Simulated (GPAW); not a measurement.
# BN (F-43m) in GPAW: further runs

The runs below take BN through single point, with PBE.

Everything below comes from runs of GPAW 26.7.0. Logs are shortened: lines on timing, memory, paths and dates and some standing lists are left out, and cuts for length are marked. The log counts tension as positive stress, the text compression.

## Step 1: Starting point

It takes space group F-43m (No. 216, cubic). Conventional cell: a = 3.626 Å, b = 3.626 Å, c = 3.626 Å, α = 90.00°, β = 90.00°, γ = 90.00°. N (site symmetry -43m) has 4 B at 1.57 Å as nearest neighbours. B (site symmetry -43m) has 4 N at 1.57 Å as nearest neighbours.

The cell is a database's computed one.

## Step 2: Single point, PBE

Contents of run.py:

```python
from ase.dft.bandgap import bandgap
from ase.io import read, write
from ase.units import GPa
from gpaw import GPAW, PW

atoms = read('POSCAR')

calc = GPAW(mode=PW(800),
            xc='PBE',
            kpts={'size': (13, 13, 13), 'gamma': True},
            occupations={'name': 'methfessel-paxton', 'order': 0, 'width': 0.024},
            nbands=11,
            convergence={'density': 1e-05, 'energy': 1e-05},
            maxiter=150,
            txt='gpaw.txt')
atoms.calc = calc
energy = atoms.get_potential_energy()
forces = atoms.get_forces()
stress = atoms.get_stress()
calc.write('gs.gpw')
write('result.traj', atoms)
print(f'Energy: {energy:.6f} eV')
print('Forces (eV/A):')
print(forces.round(4))
print('Stress (GPa):', (stress / GPa).round(3))
print('Fermi level:', round(calc.get_fermi_level(), 4), 'eV')
print(f'Gap: {bandgap(calc)[0]:.4f} eV, direct: {bandgap(calc, direct=True)[0]:.4f} eV')
```

Contents of POSCAR:

```
BN
1.0
    0.0000000000      1.8130010000      1.8130010000
    1.8130010000      0.0000000000      1.8130010000
    1.8130010000      1.8130010000      0.0000000000
N B
1 1
Direct
    0.2500000000      0.2500000000      0.2500000000
    0.0000000000      0.0000000000      0.0000000000
```

Potentials or basis: GPAW PAW data sets (gpaw-data 1.2.1), pw.

Command:

```
$ OMP_NUM_THREADS=1 python run.py
```

gpaw.txt:

```text
__  _  _
 | _ |_)|_||  |
 |__||  | ||/\| - 26.7.0

Input parameters:
  mode=PW(ecut=800.0),
  convergence={'density': 1e-05, 'energy': 1e-05},
  kpts=MonkhorstPack(size=(13, 13, 13), gamma=True),
  maxiter=150,
  nbands=11,
  occupations=Occupations(name='methfessel-paxton', order=0, width=0.024),
  xc=XC(name='PBE')

Diagonalizing LCAO Hamiltonian
Converting LCAO to pw mode

          N
       B

Atoms  # Å, Bohr magnetons
|   | symbol |        x |        y |        z |    initial magnetic moments |
|---|--------|----------|----------|----------|-----------------------------|
| 0 |      N | 0.906501 | 0.906501 | 0.906501 | ( 0.0000,  0.0000,  0.0000) |
| 1 |      B | 0.000000 | 0.000000 | 0.000000 | ( 0.0000,  0.0000,  0.0000) |

Unit cell  # Å
| periodic |        x |        y |        z |  lengths |    angles |
|----------|----------|----------|----------|----------|-----------|
|      yes | 0.000000 | 1.813001 | 1.813001 | 2.563971 | 60.000000 |
|      yes | 1.813001 | 0.000000 | 1.813001 | 2.563971 | 60.000000 |
|      yes | 1.813001 | 1.813001 | 0.000000 | 2.563971 | 60.000000 |

Number of symmetries: 24
Symmetry operations  # r_c * U_cc + t_c -> r_c
|    | kind |            matrix            |
|----|------|------------------------------|
|  0 |  E   |  1, 0, 0,  0, 1, 0,  0, 0, 1 |
|  1 |  σ   |  1, 0, 0,  0, 0, 1,  0, 1, 0 |
|  2 |  σ   |  1, 0,-1,  0, 1,-1,  0, 0,-1 |
|  3 |  C3  |  1, 0,-1,  0, 0,-1,  0, 1,-1 |
|  4 |  C3  |  1,-1, 0,  0,-1, 1,  0,-1, 0 |
|  5 |  σ   |  1,-1, 0,  0,-1, 0,  0,-1, 1 |
|  6 |  σ   |  0, 1, 0,  1, 0, 0,  0, 0, 1 |
|  7 |  C3  |  0, 1, 0,  0, 0, 1,  1, 0, 0 |
|  8 |  C2  |  0, 1,-1,  1, 0,-1,  0, 0,-1 |
|  9 |  S4  |  0, 1,-1,  0, 0,-1,  1, 0,-1 |
| 10 |  C3  |  0, 0, 1,  1, 0, 0,  0, 1, 0 |
| 11 |  σ   |  0, 0, 1,  0, 1, 0,  1, 0, 0 |
| 12 |  S4  |  0, 0,-1,  1, 0,-1,  0, 1,-1 |
| 13 |  C3  |  0, 0,-1,  0, 1,-1,  1, 0,-1 |
| 14 |  S4  |  0,-1, 1,  1,-1, 0,  0,-1, 0 |
| 15 |  C2  |  0,-1, 1,  0,-1, 0,  1,-1, 0 |
| 16 |  C3  |  0,-1, 0,  1,-1, 0,  0,-1, 1 |
| 17 |  S4  |  0,-1, 0,  0,-1, 1,  1,-1, 0 |
| 18 |  S4  | -1, 1, 0, -1, 0, 1, -1, 0, 0 |
| 19 |  C3  | -1, 1, 0, -1, 0, 0, -1, 0, 1 |
| 20 |  C3  | -1, 0, 1, -1, 1, 0, -1, 0, 0 |
| 21 |  S4  | -1, 0, 1, -1, 0, 0, -1, 1, 0 |
| 22 |  σ   | -1, 0, 0, -1, 1, 0, -1, 0, 1 |
| 23 |  C2  | -1, 0, 0, -1, 0, 1, -1, 1, 0 |

BZ-sampling:
  Number of BZ points: 2197
  Number of IBZ points: 84

  Monkhorst-Pack size: [13, 13, 13]
  Monkhorst-Pack shift: [0, 0, 0]

K-points  # in reciprocal-cell coordinates
|     |                                coordinates |     weight |
|-----|--------------------------------------------|------------|
|   0 | (  0.00000000,   0.00000000,   0.00000000) | 0.00045517 |
|   1 | (  0.07692308,   0.07692308,   0.00000000) | 0.00273100 |
|   2 | (  0.07692308,   0.07692308,   0.07692308) | 0.00364133 |
|   3 | (  0.15384615,   0.07692308,   0.07692308) | 0.00546199 |
|   4 | (  0.15384615,   0.15384615,   0.00000000) | 0.00273100 |
|   5 | (  0.15384615,   0.15384615,   0.07692308) | 0.01092399 |
|   6 | (  0.15384615,   0.15384615,   0.15384615) | 0.00364133 |
|   7 | (  0.23076923,   0.15384615,   0.07692308) | 0.01092399 |
|   8 | (  0.23076923,   0.15384615,   0.15384615) | 0.01092399 |
|   9 | (  0.23076923,   0.23076923,   0.00000000) | 0.00273100 |
| ... |                                            |            |
|  83 | (  0.46153846,   0.46153846,   0.46153846) | 0.00364133 |

Plane wave coefficients: 623
Cutoff: 800.0 eV

Spin-components: 1 (collinear spins)
Bands:           11
Projectors:      10
Spin-degeneracy: 2
Datatype:        complex128

Parallelization:
  kpt:    1
  domain: 1
  band:   1

Density:
  Valence electrons: 8.0
  Components: 1
  Grid points: [18 18 18]
  Charge: 0.0  # |e|

Potential:
  Grid points: [18 18 18]

species:
  N:
    name:    Nitrogen
    Z:       7.0
    valence: 5
    core:    2
    charge:  0.0  # [|e|]
    compensation charges:
      type: gauss
      rc: 0.18  # [Å]
      lmax: 2
    cutoffs:
      filter: 1.11  # [Å]
      core: 0.96  # [Å]
    projectors
    | kind |    occ | energy [eV] | rcut [Å] |
    |------|--------|-------------|----------|
    |   2s |  2.000 |     -18.583 |    0.603 |
    |   2p |  3.000 |      -7.089 |    0.529 |
    |    s |        |       8.629 |    0.603 |
    |    p |        |      20.123 |    0.529 |
    |    d |        |       0.000 |    0.577 |

    Using partial waves for N as LCAO basis

  B:
    name:    Boron
    Z:       5.0
    valence: 3
    core:    2
    charge:  0.0  # [|e|]
    compensation charges:
      type: gauss
      rc: 0.20  # [Å]
      lmax: 2
    cutoffs:
      filter: 1.14  # [Å]
      core: 1.38  # [Å]
    projectors
    | kind |    occ | energy [eV] | rcut [Å] |
    |------|--------|-------------|----------|
    |   2s |  2.000 |      -9.443 |    0.635 |
    |   2p |  1.000 |      -3.606 |    0.635 |
    |    s |        |      17.768 |    0.635 |
    |    p |        |      23.605 |    0.635 |
    |    d |        |       0.000 |    0.635 |

    Using partial waves for B as LCAO basis

Reference energy: -2151.211071  # eV

eigensolver:
  PPCG
  Converge bands: occupied
  niter=2

density mixing:
  MSR1-Mixer
  Pratt-step length: 0.05
  Maximum mixing coefficient: 0.75
  Old densities: 10
  SVD Regularization: 0.005
  Good broyden scale: 1.0
  Trust region scale: 1.0
  Backstep threshold: 4.0
  History deletion threshold: 6.0
  Fourier metric: weight=20.0, sigma=0.015

occupation numbers:
  Methfessel-Paxton:
    width: 0.0240  # eV
    order: 0

poisson solver:
  ecut: 6400.0  # eV

xc functional:
  name: PBE with 2 nearest neighbor stencil

convergence criteria:
- Maximum integral of absolute [dens]ity change: 1e-05 electrons / valence electron
- Maximum [total energy] change in last 3 cyles: 1e-05 eV / valence electron
- Maximum integral of absolute [eigenst]ate change: 4e-08 eV^2 / valence electron
maximum number of iterations: 150

SCF iterations
|iter     | |      energy | eigst |  dens |
|---------|-|-------------|-------|-------|
|iter:   1| |  -18.328310 | +0.10 |       |
|iter:   2| |  -18.154821 | -2.09 | -0.74 |
|iter:   3| |  -17.511374 | -1.38 | -0.78 |
|iter:   4| |  -17.503949 | -2.90 | -1.38 |
|iter:   5| |  -17.503674 | -3.46 | -1.83 |
|iter:   6| |  -17.503741 | -5.34 | -2.58 |
|iter:   7| |  -17.503741c| -7.03 | -3.56 |
|iter:   8| |  -17.503741c| -8.72c| -4.32 |
|iter:   9| |  -17.503741c| -8.75c| -5.39c|

Converged in 9 steps
Energy contributions relative to reference atoms: (reference = -2151.211071)

Energy contributions:
  Kinetic:          15.731802
  Coulomb:         -15.158113
  Zero:              0.099222
  External:          0.000000
  Xc:              -18.176652
  Entropy:           0.000000
  Spinorbit:         0.000000
  ----------------------------
  Free energy:     -17.503741
  Extrapolated:    -17.503741

dipole moment: (-7.306944, -7.306944, -7.306944)  # |e|*Ang

Fermi level: 12.190
Eigenvalues  # (at kpt = [0.000, 0.000, 0.000])
| band index |      eig [eV] | occ [0-2] |
|------------|---------------|-----------|
|          0 |       -10.173 |     2.000 |
|          1 |         9.950 |     2.000 |
|          2 |         9.950 |     2.000 |
|          3 |         9.950 |     2.000 |
|          4 |        18.736 |     0.000 |
|          5 |        18.736 |     0.000 |
|          6 |        18.736 |     0.000 |
|          7 |        20.166 |     0.000 |
|          8 |        34.537 |     0.000 |
|          9 |        37.639 |     0.000 |
|         10 |        38.108 |     0.000 |

Gap: 4.534 eV
Transition (v -> c):
  (s=0, k=0, n=3, [0.00, 0.00, 0.00]) -> (s=0, k=77, n=4, [0.46, 0.46, 0.00])
Direct/indirect transitions are different
Direct gap: 8.787 eV
Transition at: (s=0, k=0, n=3, [0.00, 0.00, 0.00])

Forces  # eV/Ang
|        x |        y |        z |
|----------|----------|----------|
| -0.00000 | -0.00000 | -0.00000 |  # N    0
|  0.00000 | -0.00000 | -0.00000 |  # B    1

Stress tensor  # eV/Ang^3
|        x |        y |        z |
|----------|----------|----------|
| 0.009999 | 0.000000 | 0.000000 |
| 0.000000 | 0.009999 | 0.000000 |
| 0.000000 | 0.000000 | 0.009999 |

# Writing to gs.gpw (mode='')
```

It took 12 s on 1 thread of Arm Neoverse V2, shared host; peak memory 0.14 GiB.

What came out:

```
Free energy            : -17.5037 eV
Pressure               : -1.6 GPa
Band gap on the k mesh : 4.53 eV, indirect (least direct gap 8.79 eV)
```

Caveat: an odd mesh through Γ misses points on the zone boundary, where band edges often lie.

## Step 3: Single point, PBE

run.py: that of step 2 with these lines changed.

```diff
@@ -1,3 +1,4 @@
+from ase import Atoms
 from ase.dft.bandgap import bandgap
-from ase.io import read, write
+from ase.io import write
 from ase.units import GPa
@@ -5,3 +6,9 @@
 
-atoms = read('POSCAR')
+atoms = Atoms(['N', 'B'],
+              cell=[[0.0, 1.813001, 1.813001],
+                    [1.813001, 0.0, 1.813001],
+                    [1.813001, 1.813001, 0.0]],
+              scaled_positions=[[0.25, 0.25, 0.25],
+                                [0.0, 0.0, 0.0]],
+              pbc=True)
 
@@ -10,3 +17,3 @@
             kpts={'size': (13, 13, 13), 'gamma': True},
-            occupations={'name': 'methfessel-paxton', 'order': 0, 'width': 0.024},
+            occupations={'name': 'methfessel-paxton', 'order': 0, 'width': 0.025},
             nbands=11,
```

Potentials or basis: GPAW PAW data sets (gpaw-data 1.2.1), pw.

Command:

```
$ OMP_NUM_THREADS=1 python run.py
```

gpaw.txt:

```text
__  _  _
 | _ |_)|_||  |
 |__||  | ||/\| - 26.7.0

Input parameters:
  mode=PW(ecut=800.0),
  convergence={'density': 1e-05, 'energy': 1e-05},
  kpts=MonkhorstPack(size=(13, 13, 13), gamma=True),
  maxiter=150,
  nbands=11,
  occupations=Occupations(name='methfessel-paxton', order=0, width=0.025),
  xc=XC(name='PBE')

Diagonalizing LCAO Hamiltonian
Converting LCAO to pw mode

          N
       B

Atoms  # Å, Bohr magnetons
|   | symbol |        x |        y |        z |    initial magnetic moments |
|---|--------|----------|----------|----------|-----------------------------|
| 0 |      N | 0.906501 | 0.906501 | 0.906501 | ( 0.0000,  0.0000,  0.0000) |
| 1 |      B | 0.000000 | 0.000000 | 0.000000 | ( 0.0000,  0.0000,  0.0000) |

Unit cell  # Å
| periodic |        x |        y |        z |  lengths |    angles |
|----------|----------|----------|----------|----------|-----------|
|      yes | 0.000000 | 1.813001 | 1.813001 | 2.563971 | 60.000000 |
|      yes | 1.813001 | 0.000000 | 1.813001 | 2.563971 | 60.000000 |
|      yes | 1.813001 | 1.813001 | 0.000000 | 2.563971 | 60.000000 |

Number of symmetries: 24
Symmetry operations  # r_c * U_cc + t_c -> r_c
|    | kind |            matrix            |
|----|------|------------------------------|
|  0 |  E   |  1, 0, 0,  0, 1, 0,  0, 0, 1 |
|  1 |  σ   |  1, 0, 0,  0, 0, 1,  0, 1, 0 |
|  2 |  σ   |  1, 0,-1,  0, 1,-1,  0, 0,-1 |
|  3 |  C3  |  1, 0,-1,  0, 0,-1,  0, 1,-1 |
|  4 |  C3  |  1,-1, 0,  0,-1, 1,  0,-1, 0 |
|  5 |  σ   |  1,-1, 0,  0,-1, 0,  0,-1, 1 |
|  6 |  σ   |  0, 1, 0,  1, 0, 0,  0, 0, 1 |
|  7 |  C3  |  0, 1, 0,  0, 0, 1,  1, 0, 0 |
|  8 |  C2  |  0, 1,-1,  1, 0,-1,  0, 0,-1 |
|  9 |  S4  |  0, 1,-1,  0, 0,-1,  1, 0,-1 |
| 10 |  C3  |  0, 0, 1,  1, 0, 0,  0, 1, 0 |
| 11 |  σ   |  0, 0, 1,  0, 1, 0,  1, 0, 0 |
| 12 |  S4  |  0, 0,-1,  1, 0,-1,  0, 1,-1 |
| 13 |  C3  |  0, 0,-1,  0, 1,-1,  1, 0,-1 |
| 14 |  S4  |  0,-1, 1,  1,-1, 0,  0,-1, 0 |
| 15 |  C2  |  0,-1, 1,  0,-1, 0,  1,-1, 0 |
| 16 |  C3  |  0,-1, 0,  1,-1, 0,  0,-1, 1 |
| 17 |  S4  |  0,-1, 0,  0,-1, 1,  1,-1, 0 |
| 18 |  S4  | -1, 1, 0, -1, 0, 1, -1, 0, 0 |
| 19 |  C3  | -1, 1, 0, -1, 0, 0, -1, 0, 1 |
| 20 |  C3  | -1, 0, 1, -1, 1, 0, -1, 0, 0 |
| 21 |  S4  | -1, 0, 1, -1, 0, 0, -1, 1, 0 |
| 22 |  σ   | -1, 0, 0, -1, 1, 0, -1, 0, 1 |
| 23 |  C2  | -1, 0, 0, -1, 0, 1, -1, 1, 0 |

BZ-sampling:
  Number of BZ points: 2197
  Number of IBZ points: 84

  Monkhorst-Pack size: [13, 13, 13]
  Monkhorst-Pack shift: [0, 0, 0]

K-points  # in reciprocal-cell coordinates
|     |                                coordinates |     weight |
|-----|--------------------------------------------|------------|
|   0 | (  0.00000000,   0.00000000,   0.00000000) | 0.00045517 |
|   1 | (  0.07692308,   0.07692308,   0.00000000) | 0.00273100 |
|   2 | (  0.07692308,   0.07692308,   0.07692308) | 0.00364133 |
|   3 | (  0.15384615,   0.07692308,   0.07692308) | 0.00546199 |
|   4 | (  0.15384615,   0.15384615,   0.00000000) | 0.00273100 |
|   5 | (  0.15384615,   0.15384615,   0.07692308) | 0.01092399 |
|   6 | (  0.15384615,   0.15384615,   0.15384615) | 0.00364133 |
|   7 | (  0.23076923,   0.15384615,   0.07692308) | 0.01092399 |
|   8 | (  0.23076923,   0.15384615,   0.15384615) | 0.01092399 |
|   9 | (  0.23076923,   0.23076923,   0.00000000) | 0.00273100 |
| ... |                                            |            |
|  83 | (  0.46153846,   0.46153846,   0.46153846) | 0.00364133 |

Plane wave coefficients: 623
Cutoff: 800.0 eV

Spin-components: 1 (collinear spins)
Bands:           11
Projectors:      10
Spin-degeneracy: 2
Datatype:        complex128

Parallelization:
  kpt:    1
  domain: 1
  band:   1

Density:
  Valence electrons: 8.0
  Components: 1
  Grid points: [18 18 18]
  Charge: 0.0  # |e|

Potential:
  Grid points: [18 18 18]

species:
  N:
    name:    Nitrogen
    Z:       7.0
    valence: 5
    core:    2
    charge:  0.0  # [|e|]
    compensation charges:
      type: gauss
      rc: 0.18  # [Å]
      lmax: 2
    cutoffs:
      filter: 1.11  # [Å]
      core: 0.96  # [Å]
    projectors
    | kind |    occ | energy [eV] | rcut [Å] |
    |------|--------|-------------|----------|
    |   2s |  2.000 |     -18.583 |    0.603 |
    |   2p |  3.000 |      -7.089 |    0.529 |
    |    s |        |       8.629 |    0.603 |
    |    p |        |      20.123 |    0.529 |
    |    d |        |       0.000 |    0.577 |

    Using partial waves for N as LCAO basis

  B:
    name:    Boron
    Z:       5.0
    valence: 3
    core:    2
    charge:  0.0  # [|e|]
    compensation charges:
      type: gauss
      rc: 0.20  # [Å]
      lmax: 2
    cutoffs:
      filter: 1.14  # [Å]
      core: 1.38  # [Å]
    projectors
    | kind |    occ | energy [eV] | rcut [Å] |
    |------|--------|-------------|----------|
    |   2s |  2.000 |      -9.443 |    0.635 |
    |   2p |  1.000 |      -3.606 |    0.635 |
    |    s |        |      17.768 |    0.635 |
    |    p |        |      23.605 |    0.635 |
    |    d |        |       0.000 |    0.635 |

    Using partial waves for B as LCAO basis

Reference energy: -2151.211071  # eV

eigensolver:
  PPCG
  Converge bands: occupied
  niter=2

density mixing:
  MSR1-Mixer
  Pratt-step length: 0.05
  Maximum mixing coefficient: 0.75
  Old densities: 10
  SVD Regularization: 0.005
  Good broyden scale: 1.0
  Trust region scale: 1.0
  Backstep threshold: 4.0
  History deletion threshold: 6.0
  Fourier metric: weight=20.0, sigma=0.015

occupation numbers:
  Methfessel-Paxton:
    width: 0.0250  # eV
    order: 0

poisson solver:
  ecut: 6400.0  # eV

xc functional:
  name: PBE with 2 nearest neighbor stencil

convergence criteria:
- Maximum integral of absolute [dens]ity change: 1e-05 electrons / valence electron
- Maximum [total energy] change in last 3 cyles: 1e-05 eV / valence electron
- Maximum integral of absolute [eigenst]ate change: 4e-08 eV^2 / valence electron
maximum number of iterations: 150

SCF iterations
|iter     | |      energy | eigst |  dens |
|---------|-|-------------|-------|-------|
|iter:   1| |  -18.328310 | +0.10 |       |
|iter:   2| |  -18.154821 | -2.09 | -0.74 |
|iter:   3| |  -17.511374 | -1.38 | -0.78 |
|iter:   4| |  -17.503949 | -2.90 | -1.38 |
|iter:   5| |  -17.503674 | -3.46 | -1.83 |
|iter:   6| |  -17.503741 | -5.34 | -2.58 |
|iter:   7| |  -17.503741c| -7.03 | -3.56 |
|iter:   8| |  -17.503741c| -8.72c| -4.32 |
|iter:   9| |  -17.503741c| -8.75c| -5.39c|

Converged in 9 steps
Energy contributions relative to reference atoms: (reference = -2151.211071)

Energy contributions:
  Kinetic:          15.731802
  Coulomb:         -15.158113
  Zero:              0.099222
  External:          0.000000
  Xc:              -18.176652
  Entropy:           0.000000
  Spinorbit:         0.000000
  ----------------------------
  Free energy:     -17.503741
  Extrapolated:    -17.503741

dipole moment: (-7.306944, -7.306944, -7.306944)  # |e|*Ang

Fermi level: 12.190
Eigenvalues  # (at kpt = [0.000, 0.000, 0.000])
| band index |      eig [eV] | occ [0-2] |
|------------|---------------|-----------|
|          0 |       -10.173 |     2.000 |
|          1 |         9.950 |     2.000 |
|          2 |         9.950 |     2.000 |
|          3 |         9.950 |     2.000 |
|          4 |        18.736 |     0.000 |
|          5 |        18.736 |     0.000 |
|          6 |        18.736 |     0.000 |
|          7 |        20.166 |     0.000 |
|          8 |        34.537 |     0.000 |
|          9 |        37.639 |     0.000 |
|         10 |        38.108 |     0.000 |

Gap: 4.534 eV
Transition (v -> c):
  (s=0, k=0, n=3, [0.00, 0.00, 0.00]) -> (s=0, k=77, n=4, [0.46, 0.46, 0.00])
Direct/indirect transitions are different
Direct gap: 8.787 eV
Transition at: (s=0, k=0, n=3, [0.00, 0.00, 0.00])

Forces  # eV/Ang
|        x |        y |        z |
|----------|----------|----------|
| -0.00000 | -0.00000 | -0.00000 |  # N    0
|  0.00000 | -0.00000 | -0.00000 |  # B    1

Stress tensor  # eV/Ang^3
|        x |        y |        z |
|----------|----------|----------|
| 0.009999 | 0.000000 | 0.000000 |
| 0.000000 | 0.009999 | 0.000000 |
| 0.000000 | 0.000000 | 0.009999 |

# Writing to gs.gpw (mode='')
```

Run time: 12 s. Hardware: 1 thread of Arm Neoverse V2, shared host; peak memory 0.14 GiB.

What came out:

```
Free energy            : -17.5037 eV
Pressure               : -1.6 GPa
Band gap on the k mesh : 4.53 eV, indirect (least direct gap 8.79 eV)
```

Caveat: an odd mesh through Γ misses points on the zone boundary, where band edges often lie.

## Step 4: Single point, PBE

Contents of run.py:

```python
from ase.dft.bandgap import bandgap
from ase.io import read, write
from ase.units import Bohr, GPa
from gpaw import GPAW, PW
from gpaw.elf import elf_from_dft_calculation

atoms = read('BN.xyz')

calc = GPAW(mode=PW(800),
            xc='PBE',
            kpts={'size': (13, 13, 13), 'gamma': True},
            occupations={'name': 'methfessel-paxton', 'order': 0, 'width': 0.026000000000000002},
            nbands=11,
            convergence={'density': 1e-05, 'energy': 1e-05},
            maxiter=150,
            txt='gpaw.txt')
atoms.calc = calc
energy = atoms.get_potential_energy()
forces = atoms.get_forces()
stress = atoms.get_stress()
calc.write('gs.gpw')
write('result.traj', atoms)
print(f'Energy: {energy:.6f} eV')
print('Forces (eV/A):')
print(forces.round(4))
print('Stress (GPa):', (stress / GPa).round(3))
print('Fermi level:', round(calc.get_fermi_level(), 4), 'eV')
print(f'Gap: {bandgap(calc)[0]:.4f} eV, direct: {bandgap(calc, direct=True)[0]:.4f} eV')

# fields on the real-space grid
write('density.cube', atoms, data=calc.get_pseudo_density() * Bohr**3)
write('potential.cube', atoms, data=calc.get_electrostatic_potential())
write('elf.cube', atoms, data=elf_from_dft_calculation(calc).data)
```

Contents of BN.xyz:

```xyz
2
Lattice="0.0000000000 1.8130010000 1.8130010000 1.8130010000 0.0000000000 1.8130010000 1.8130010000 1.8130010000 0.0000000000" Properties=species:S:1:pos:R:3 pbc="T T T"
N      0.9065005000      0.9065005000      0.9065005000
B      0.0000000000      0.0000000000      0.0000000000
```

Command:

```
$ OMP_NUM_THREADS=1 python run.py
```

Wall time 12 s (1 thread of Arm Neoverse V2, shared host); peak memory 0.14 GiB.

It converged, with:

* Free energy: -17.5037 eV
* Pressure: -1.6 GPa
* Band gap on the k mesh: 4.53 eV, indirect (least direct gap 8.79 eV)

Levels at points of the mesh, in eV from the valence-band top:
| k point | band 1 | band 2 | band 3 | band 4 | band 5 | band 6 | band 7 |
| --- | --- | --- | --- | --- | --- | --- | --- |
| (0.00, 0.00, 0.00) | -20.12 | 0.00 | 0.00 | 0.00 | 8.79 | 8.79 | 8.79 |

Caveat: an odd mesh through Γ misses points on the zone boundary, where band edges often lie.

(Part 1 of 2 ends here.)
